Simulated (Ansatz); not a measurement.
# ZnS (F-43m) in Ansatz: settings compared, part 2 of 2

Ansatz 0.2.0. The steps go on from the part before.

## (3) Single point, PBE, 18.54 Å³/atom (volume scaled by 0.94)

input.yaml reads:

```yaml
crystal:
  lattice:
    - [0.0, 2.6468416657, 2.6468416657]
    - [2.6468416657, 0.0, 2.6468416657]
    - [2.6468416657, 2.6468416657, 0.0]
  atoms:
    - { symbol: Zn, position: [0.75, 0.75, 0.75] }
    - { symbol: S, position: [0.0, 0.0, 0.0] }
hamiltonian:
  xc: pbe
  pseudopotentials: { kind: nc, source: spms }
kpoints:
  mp_grid: { grid: [9, 9, 9] }
scf:
  occupations: { method: fermi_dirac, width: 0.05 }
output:
  forces: true
  stress: true
  eigenvalues: true
  write_density: true
  write_potential: true
  elf: true
  volumetric_format: npy
```

Potentials or basis: SPMS NC.

Command:

```
ansatz run input.yaml --threads 2 --pin off --max-ram 5120MiB --backend cpu --events-out ev --progress --plain --runs-dir out
```

The program printed:

```text
Warning: RAYON_NUM_THREADS=2 ignored (pool sized by the plan → 2); use --threads N
Engine: ansatz 0.2.0, aarch64-unknown-linux-gnu
Pseudopotentials: kind: nc
Pseudopotential: Zn, nc, valence charge 20, recommended cutoff 816.3415873796399 eV (normal), Zn.nc.azcp
Pseudopotential: S, nc, valence charge 6, recommended cutoff 544.22772491976 eV (normal), S.nc.azcp
Functional definition: PBE
  parameter kappa = 0.804
  parameter beta = 0.06672455060314922
  exchange = pbe_x(kappa = kappa, mu = beta*pi^2/3)
  correlation = pbe_c(beta = beta)
Crystal: 2 atoms, lattice volume = 37.086 Å³
Basis set: ecut = 816.3415873796399 eV, 1989 PW (Γ), exchange–correlation on 72×72×72 points (8 copies of the dense FFT grid, shifted against one another)
Bands: 17, of which v1, the nominal top of the filled ones, is band 13 counted from 1 (12 counted from 0)
Symmetry: 24 space group operations
Space group: F-43m (ITA 216), of the structure as read, at distance tolerance 3.3e-5 Å
k-points: 35 of 729 (time reversal used)
Non-local potential: Zn, projectors of the file, l = 0: 2, l = 1: 2, l = 2: 2
Non-local potential: S, projectors of the file, l = 0: 2, l = 1: 2, l = 2: 2
Initial density: superposition of atomic densities (chi_scale 0.1, normalization cell, long waves kept (reshape's long-wave potential 0.00 eV rms))
Initial wavefunctions: pseudopotential atomic-orbital guess
Functional: x = pbe(κ = 0.804, μ = 0.2195149727645171), c = pbe(β = 0.06672455060314922)
SCF iter   1: F=—  HF=-5668.416431 eV  |F-HF|=—  |Δ(HF+E_count)|=         —  Δρ=4.36e-2  dr2=3.87e-1  ethr=3.10e-3  ⟨swp⟩=6.3  Hψ=3404  notcnv=0
preconditioner: auto → none  [insulator: Δε(μ)=2.506 eV  Ē_g=12.860 eV  σ=0.050 eV  W_gap=1.00  n_scr=14 (ndim 8)  ℏωp=25.9 eV  f_vac=0.016  D(μ)=0.00/eV (n_scr^D=0)  ε∞_Penn≈5.0]
SCF iter   2: F=—  HF=-5668.326596 eV  |F-HF|=—  |Δ(HF+E_count)|=   8.98e-2  Δρ=1.48e-2  dr2=3.84e-2  ethr=1.49e-3  ⟨swp⟩=2.8  Hψ=1358  notcnv=0
SCF iter   3: F=—  HF=-5668.325319 eV  |F-HF|=—  |Δ(HF+E_count)|=   1.28e-3  Δρ=6.29e-3  dr2=6.43e-3  ethr=1.48e-4  ⟨swp⟩=3.0  Hψ=1178  notcnv=0
SCF iter   4: F=—  HF=-5668.325236 eV  |F-HF|=—  |Δ(HF+E_count)|=   8.24e-5  Δρ=9.79e-4  dr2=3.72e-4  ethr=2.47e-5  ⟨swp⟩=2.1  Hψ=795  notcnv=0
SCF iter   5: F=—  HF=-5668.325182 eV  |F-HF|=—  |Δ(HF+E_count)|=   5.45e-5  Δρ=2.69e-4  dr2=8.96e-6  ethr=1.43e-6  ⟨swp⟩=2.1  Hψ=1178  notcnv=0
SCF iter   6: F=—  HF=-5668.325156 eV  |F-HF|=—  |Δ(HF+E_count)|=   2.61e-5  Δρ=2.07e-5  dr2=1.23e-7  ethr=3.45e-8  ⟨swp⟩=2.0  Hψ=904  notcnv=0
SCF iter   7: F=-5668.325156 eV  HF=-5668.325156 eV  |F-HF|=1.93e-9  |Δ(HF+E_count)|=   1.13e-7  Δρ=4.23e-6  dr2=3.73e-9  ethr=3.85e-10  ⟨swp⟩=10.7  Hψ=4403  notcnv=0
SCF 1 converged in 7 iterations: F = -5668.325156 eV  dr2 = 3.73e-9
SCF converged after 7 iterations
Free energy (F): -5668.325156 eV
Harris-Foulkes:  -5668.325156 eV  (|F-HF|=1.93e-9)
Internal energy: -5668.325156 eV  (E = F + TS)
E sigma→0 (E₀):  -5668.325156 eV
Fermi energy:    9.919232 eV
--- Per-component energies (eV) ---
  E_band       = -602.592661
  E_kinetic    = 2257.391146
  E_local      = -4585.114088  (includes V_loc(G=0)·N_el)
  E_nonlocal   = -1887.779901
  E_hartree    = 2169.966723
  E_xc         = -642.226178
  E_vxc        = -727.026836  (∫ρ·V_xc dr)
  E_ewald      = -2980.562858
  E_smearing   = -0.000000  (= −TS)
  E_closure    = -0.000000  (closes the sum)
  Σ components = -5668.325156   (vs F -5668.325156, Δ=0.00e0)
--- Forces (eV/Å), atoms counted from 1 ---
  atom   1  Zn     0.00000000    -0.00000000     0.00000000
  atom   2  S     -0.00000000     0.00000000    -0.00000000
  max |Σ_I F_I| component: 2.04e-16 eV/Å
--- Stress (GPa, compression-positive) ---
        7.302143       0.000000      -0.000000
        0.000000       7.302143       0.000000
       -0.000000       0.000000       7.302143
  P = ⅓ Tr σ = 7.3021 GPa (73.021 kbar)
--- Band table (eV; the first three rows and the last of 35) ---
  k-point 0: bands = ["-116.3823", "-70.5378", "-70.5378", "-70.5378", "-4.9020", "2.0970", "2.0970", "2.0970", "2.6740", "2.6740", "8.6880", "8.6880", "8.6880", "11.0750", "15.0145", "15.0145", "15.0145"]
  k-point 1: bands = ["-116.3822", "-70.5378", "-70.5378", "-70.5378", "-4.7988", "2.0926", "2.1162", "2.1162", "2.6722", "2.6722", "7.7266", "8.5558", "8.5558", "11.7707", "14.9583", "15.2368", "15.2368"]
  k-point 2: bands = ["-116.3822", "-70.5379", "-70.5378", "-70.5378", "-4.5188", "2.1093", "2.1614", "2.1614", "2.6733", "2.6733", "6.1156", "8.2512", "8.2512", "12.3264", "15.4849", "15.6205", "15.6205"]
  k-point 34: bands = ["-116.3822", "-70.5380", "-70.5379", "-70.5379", "-3.5242", "2.2214", "2.3963", "2.5749", "2.6545", "3.0660", "3.8566", "5.5085", "6.0779", "14.2460", "14.8277", "16.2124", "17.7824"]
```

It took 3.5 s on 2 threads of Arm Neoverse V2, shared host; peak memory 0.33 GiB.

Results:

```yaml
Free_energy: -5668.3252 eV
Pressure: 7.3 GPa
Band_gap_on_the_k_mesh: 2.39 eV, direct
```

Caveat: odd divisions of the mesh miss points on the zone boundary, where band edges often lie, so the gap on the mesh can be too wide.

## (4) Single point, PBE, 18.94 Å³/atom (volume scaled by 0.96)

input.yaml reads:

```yaml
crystal:
  lattice:
    - [0.0, 2.6654820099, 2.6654820099]
    - [2.6654820099, 0.0, 2.6654820099]
    - [2.6654820099, 2.6654820099, 0.0]
  atoms:
    - { symbol: Zn, position: [0.75, 0.75, 0.75] }
    - { symbol: S, position: [0.0, 0.0, 0.0] }
hamiltonian:
  xc: pbe
  pseudopotentials: { kind: nc, source: spms }
kpoints:
  mp_grid: { grid: [9, 9, 9] }
scf:
  occupations: { method: fermi_dirac, width: 0.05 }
output:
  forces: true
  stress: true
  eigenvalues: true
```

Command:

```
ansatz run input.yaml --threads 2 --pin off --max-ram 5120MiB --backend cpu --events-out ev --progress --plain --runs-dir out
```

Wall time 2.5 s (2 threads of Arm Neoverse V2, shared host); peak memory 0.32 GiB.

It converged, with:

| Item | Value |
| --- | --- |
| Free energy | -5668.3560 eV |
| Pressure | 5.3 GPa |
| Band gap on the k mesh | 2.29 eV, direct |

Caveat: odd divisions of the mesh miss points on the zone boundary, where band edges often lie, so the gap on the mesh can be too wide.

## (5) Single point, PBE, 19.33 Å³/atom (volume scaled by 0.98)

Edit input.yaml of step 4 so:

```diff
@@ -2,5 +2,5 @@
   lattice:
-    - [0.0, 2.6654820099, 2.6654820099]
-    - [2.6654820099, 0.0, 2.6654820099]
-    - [2.6654820099, 2.6654820099, 0.0]
+    - [0.0, 2.6838652254, 2.6838652254]
+    - [2.6838652254, 0.0, 2.6838652254]
+    - [2.6838652254, 2.6838652254, 0.0]
   atoms:
@@ -19 +19,5 @@
   eigenvalues: true
+  write_density: true
+  write_potential: true
+  elf: true
+  volumetric_format: npy
```

Command:

```
ansatz run input.yaml --threads 2 --pin off --max-ram 5120MiB --backend cpu --events-out ev --progress --plain --runs-dir out
```

Run time: 4.1 s. Hardware: 2 threads of Arm Neoverse V2, shared host; peak memory 0.33 GiB.

Results (log left out):

| Item | Value |
| --- | --- |
| Free energy | -5668.3774 eV |
| Pressure | 3.4 GPa |
| Band gap on the k mesh | 2.20 eV, direct |

Caveat: odd divisions of the mesh miss points on the zone boundary, where band edges often lie, so the gap on the mesh can be too wide.

## (6) Single point, PBE, 19.73 Å³/atom

input.yaml reads:

```yaml
crystal:
  lattice:
    - [0.0, 2.702, 2.702]
    - [2.702, 0.0, 2.702]
    - [2.702, 2.702, 0.0]
  atoms:
    - { symbol: Zn, position: [0.75, 0.75, 0.75] }
    - { symbol: S, position: [0.0, 0.0, 0.0] }
hamiltonian:
  xc: pbe
  pseudopotentials: { kind: nc, source: spms }
kpoints:
  mp_grid: { grid: [9, 9, 9] }
scf:
  occupations: { method: fermi_dirac, width: 0.05 }
output:
  forces: true
  stress: true
  eigenvalues: true
```

Potentials or basis: SPMS NC.

Command:

```
ansatz run input.yaml --threads 2 --pin off --max-ram 5120MiB --backend cpu --events-out ev --progress --plain --runs-dir out
```

It took 2.6 s on 2 threads of Arm Neoverse V2, shared host; peak memory 0.33 GiB.

It converged, with:

| Quantity | Value |
| --- | --- |
| Free energy | -5668.3903 eV |
| Pressure | 1.8 GPa |
| Band gap on the k mesh | 2.11 eV, direct |

Caveat: odd divisions of the mesh miss points on the zone boundary, where band edges often lie, so the gap on the mesh can be too wide.

## (7) Single point, PBE, 20.12 Å³/atom (volume scaled by 1.02)

Edit input.yaml of step 6 so:

```diff
@@ -2,5 +2,5 @@
   lattice:
-    - [0.0, 2.702, 2.702]
-    - [2.702, 0.0, 2.702]
-    - [2.702, 2.702, 0.0]
+    - [0.0, 2.7198945612, 2.7198945612]
+    - [2.7198945612, 0.0, 2.7198945612]
+    - [2.7198945612, 2.7198945612, 0.0]
   atoms:
@@ -19 +19,5 @@
   eigenvalues: true
+  write_density: true
+  write_potential: true
+  elf: true
+  volumetric_format: npy
```

Command:

```
ansatz run input.yaml --threads 2 --pin off --max-ram 5120MiB --backend cpu --events-out ev --progress --plain --runs-dir out
```

It took 3.6 s on 2 threads of Arm Neoverse V2, shared host; peak memory 0.34 GiB.

It converged, with:

| Property | Result |
| --- | --- |
| Free energy | -5668.3955 eV |
| Pressure | 0.3 GPa |
| Band gap on the k mesh | 2.03 eV, direct |

Caveat: odd divisions of the mesh miss points on the zone boundary, where band edges often lie, so the gap on the mesh can be too wide.

## (8) Single point, PBE, 20.52 Å³/atom (volume scaled by 1.04)

input.yaml reads:

```yaml
crystal:
  lattice:
    - [0.0, 2.7375567091, 2.7375567091]
    - [2.7375567091, 0.0, 2.7375567091]
    - [2.7375567091, 2.7375567091, 0.0]
  atoms:
    - { symbol: Zn, position: [0.75, 0.75, 0.75] }
    - { symbol: S, position: [0.0, 0.0, 0.0] }
hamiltonian:
  xc: pbe
  pseudopotentials: { kind: nc, source: spms }
kpoints:
  mp_grid: { grid: [9, 9, 9] }
scf:
  occupations: { method: fermi_dirac, width: 0.05 }
output:
  forces: true
  stress: true
  eigenvalues: true
```

Command:

```
ansatz run input.yaml --threads 2 --pin off --max-ram 5120MiB --backend cpu --events-out ev --progress --plain --runs-dir out
```

Run time: 2.7 s. Hardware: 2 threads of Arm Neoverse V2, shared host; peak memory 0.34 GiB.

Results (log left out):

- Free energy: -5668.3939 eV
- Pressure: -1.0 GPa
- Band gap on the k mesh: 1.94 eV, direct

Caveat: odd divisions of the mesh miss points on the zone boundary, where band edges often lie, so the gap on the mesh can be too wide.

## (9) Single point, PBE, 20.91 Å³/atom (volume scaled by 1.06)

Edit input.yaml of step 8 so:

```diff
@@ -2,5 +2,5 @@
   lattice:
-    - [0.0, 2.7375567091, 2.7375567091]
-    - [2.7375567091, 0.0, 2.7375567091]
-    - [2.7375567091, 2.7375567091, 0.0]
+    - [0.0, 2.7549938462, 2.7549938462]
+    - [2.7549938462, 0.0, 2.7549938462]
+    - [2.7549938462, 2.7549938462, 0.0]
   atoms:
```

Potentials or basis: SPMS NC.

Command:

```
ansatz run input.yaml --threads 2 --pin off --max-ram 5120MiB --backend cpu --events-out ev --progress --plain --runs-dir out
```

It took 2.8 s on 2 threads of Arm Neoverse V2, shared host; peak memory 0.34 GiB.

Results (log left out):

- Free energy: -5668.3860 eV
- Pressure: -2.2 GPa
- Band gap on the k mesh: 1.86 eV, direct

Caveat: odd divisions of the mesh miss points on the zone boundary, where band edges often lie, so the gap on the mesh can be too wide.

## (10) Equation of state, PBE

No new run: the results of the series are fitted here.

Results:

- Equilibrium volume: 20.22 Å³/atom
- Bulk modulus: 70 GPa
- Pressure derivative of the bulk modulus: 4.4

Energy against volume, from the lowest point:
```csv
volume (Å³/atom),energy (meV/atom)
18.543,35.18
18.938,19.74
19.332,9.05
19.727,2.61
20.121,0.00
20.516,0.83
20.910,4.75
```

## (11) Comparison with measurements

Step 2. Against the measured gap of ZnS, 3.85 eV (direct; 19 K; quoted in “Electronic, vibrational, and thermodynamic properties of ZnS (zincblende and rocksalt structure)”, 2009, arxiv:0911.5022), the calculated 1.85 eV is off by -2.00 eV. So large a miss can be the level of theory's own, or it may mean another phase, state or a wrong row. The value is that of LDA, without temperature or zero-point motion. Semilocal functionals fall short of measured gaps as a rule.

Step 10. Measured bulk modulus of ZnS: 76.9 GPa (quoted in “Electronic, vibrational, and thermodynamic properties of ZnS (zincblende and rocksalt structure)”, 2009, arxiv:0911.5022). This calculation gives 70 GPa (-9.4 %). The fit is for a static lattice scaled at fixed shape and fixed fractional positions.
